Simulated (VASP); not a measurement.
## PbSe (Clausthalite): equation of state with PBE

PbSe (Clausthalite):

```
Pb Se
1.0
     0.00000    3.06065    3.06065
     3.06065    0.00000    3.06065
     3.06065    3.06065    0.00000
Pb Se
1 1
Direct
  0.00000 0.00000 0.00000
  0.50000 0.50000 0.50000
```

- Program: VASP 6.6.1
- Task: equation of state
- Functional: PBE
- Potentials or basis: VASP PAW PBE potentials, release 64 (Pb_d, Se)
- Cutoff: 520 eV
- k mesh: 8 × 8 × 8
- Occupations: fermi-dirac, width 0.05 eV
- Spin: no spin polarisation

- Equilibrium volume: 30.06 Å³/atom
- Bulk modulus: 47 GPa
- Pressure derivative of the bulk modulus: 4.2

Energy against volume, from the lowest point:
| volume (Å³/atom) | energy (meV/atom) |
| --- | --- |
| 26.951 | 56.55 |
| 27.524 | 36.17 |
| 28.097 | 20.77 |
| 28.671 | 9.89 |
| 29.244 | 3.10 |
| 29.818 | 0.00 |
| 30.391 | 0.23 |

All runs of the series together: 5.9 min on 1 thread of AMD EPYC 7R43 64-Core Processor (Zen 3), on a shared host.

The cell as given is a measured one (28.67 Å³/atom); PBE puts the equilibrium volume +4.8 % from it, thermal expansion not counted.

The run has no spin-orbit coupling, so splittings on Pb are missing.
